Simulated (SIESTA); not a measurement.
PbO2 under changes of volume

One of the cells (13.151 Å³/atom); the others are scaled copies at fixed shape and fractional positions:

```
Pb O
1.0
     0.00000    2.70199    2.70199
     2.70199    0.00000    2.70199
     2.70199    2.70199    0.00000
Pb O
1 2
Direct
  0.00000 0.00000 0.00000
  0.75000 0.75000 0.75000
  0.25000 0.25000 0.25000
```

The cell comes from a database or a generator and needn't be the stable form of this composition.

| Item | Value |
| --- | --- |
| Program | SIESTA 5.4.2 |
| Functional | PBEsol |
| Potentials or basis | PseudoDojo 0.4 standard (PBEsol files) |
| Basis | DZP (energy shift 0.003 Ry; two zetas on semicore shells) |
| Grid cutoff | 800 Ry |
| Energy shift | 0.003 Ry |
| k mesh | 9 × 9 × 9 |
| Occupations | fermi-dirac, width 0.05 eV |
| Spin | no spin polarisation |

```tsv
volume (Å³/atom)	energy over the lowest point (meV/atom)	pressure (GPa)
12.362	17.74	9.2
12.625	5.96	5.2
12.888	0.35	1.7
13.151	0.00	-1.2
13.414	?	?
13.677	12.88	-6.3
13.940	24.96	-8.4
```

Q: What does the run at 13.414 Å³/atom give?

A: Energy over the lowest point 4.40 meV/atom; pressure -4.0 GPa.

Worked out: A Birch-Murnaghan fit of order 3 (a polynomial in V^(-2/3)) to the other rows has its minimum at 13.03 Å³/atom with B0 = V·E''(V) = 150 GPa and B' = 5.5. It gives 4.39 meV/atom at 13.414 Å³/atom, against the run's 4.40, and -dE/dV = -4.0 GPa, against -4.0.

Energies are extrapolated to zero smearing.

Caveats: the basis of atomic orbitals isn't converged, which shifts pressures, moduli and gaps.
